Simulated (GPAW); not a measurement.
Al, 1 atom in the cell. It takes space group Fm-3m (No. 225, cubic). The conventional cell has a = 4.050 Å, b = 4.050 Å, c = 4.050 Å, α = 90.00°, β = 90.00°, γ = 90.00°. Around Al (site symmetry m-3m) lie 12 Al at 2.86 Å. 

| Property | Result |
| --- | --- |
| Program | GPAW 26.7.0 |
| Task | single point |
| Functional | PBE |
| Potentials or basis | GPAW PAW data sets (gpaw-data 1.2.1) |
| Cutoff | 600 eV |
| Basis | pw |
| k mesh | 11 × 11 × 11 |
| Occupations | gaussian, width 0.013 eV |
| Spin | no spin polarisation |
| Maxiter | 150 |

Potentials or basis: GPAW PAW data sets (gpaw-data 1.2.1), pw.

Command:

```bash
$ OMP_NUM_THREADS=1 python run.py
```

Hardware: 1 thread of Arm Neoverse V1 (shared host).

Question: How long does it take, and how much memory?

Answer: It took 6.4 s on 1 thread of Arm Neoverse V1, on a shared host, peak memory 0.13 GiB. Counts: scf iterations 8, plane waves 564, bands 7, k points 56.
